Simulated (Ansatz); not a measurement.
This is a field-response calculation (clamped ions) with Ansatz 0.2.0 on LiF in the rocksalt structure; the level of theory is r2SCAN. The cell was relaxed with r2SCAN and then strained (epitaxial +4.0 % in the xy plane, free normal strain -2.41 %), with the atoms relaxed again with r2SCAN; k points keep the names of the unstrained zone.

Input (YAML):
```yaml
crystal:
  lattice:
    - [0.0, 2.074666607, 1.946832474]
    - [2.074666607, 0.0, 1.946832474]
    - [2.074666607, 2.074666607, 0.0]
  atoms:
    - { symbol: Li, position: [0.0, 0.0, 0.0] }
    - { symbol: F, position: [0.5, 0.5, 0.5] }
kpoints:
  mp_grid: { grid: [10, 10, 10] }
hamiltonian:
  xc: r2scan
scf:
  occupations: { method: fixed }
dielectric: {}
```

Command: `ansatz run input.yaml --threads 2 --pin off --max-ram 29491MiB --backend cpu --events-out ev --progress --plain --runs-dir out`. Wall time 13 s on 2 threads of AMD EPYC 7R13 Processor (Zen 3), on a shared host; peak host memory 0.69 GiB.

The log, with set-up remarks and timings taken out:
```
Pseudopotential: Li, paw, valence charge 3, recommended cutoff 500 eV (meta_gga)
Pseudopotential: F, paw, valence charge 7, recommended cutoff 500 eV (meta_gga)
Functional definition: r2SCAN
Crystal: 2 atoms, lattice volume = 16.759 Å³
Basis set: ecut = 500 eV, 419 PW (Γ)
Bands: 9, of which v1, the nominal top of the filled ones, is band 5 counted from 1 (4 counted from 0)
Symmetry: 16 space group operations
k-points: 282 of 1000 (irreducible under 2 space group operations, time reversal used)
preconditioner: auto → none  [insulator: Δε(μ)=9.937 eV  ℏωp=25.7 eV]
SCF converged after 7 iterations
Free energy (F): -1018.311192 eV
Fermi energy:    0.211364 eV
--- Per-component energies (eV) ---
  E_band       = -130.169301
  E_kinetic    = 231.912589
  E_local      = -651.230723
  E_nonlocal   = 39.600626
  E_hartree    = 229.267053
  E_xc         = -90.982458
  E_vxc        = -133.169357
  E_paw        = -225.003774
  E_vpaw       = -85.542493
  E_vtau       = 9.725013
  E_ewald      = -551.844101
  E_core_change = -0.031392
--- Dielectric response (ions clamped): 2 representative field directions + reference, on 282 of 1000 k-points ---
  ε∞ (high-frequency dielectric tensor):
        1.985085     0.000000     0.000000
        0.000000     1.985085     0.000000
        0.000000     0.000000     1.954544
  Born effective charges Z* (e; rows j = field, columns β = displacement):
    site 0:
         1.04657    0.00000    0.00000
         0.00000    1.04657    0.00000
         0.00000    0.00000    1.04967
    site 1:
        -1.04657    0.00000    0.00000
         0.00000   -1.04657    0.00000
         0.00000    0.00000   -1.04967
```

The clamped-ion dielectric constant comes out as 1.99 along x and y, 1.95 along z. Born charges, averaged over directions: Li +1.05, F -1.05 e.

(Simulation; spin polarisation is off.)
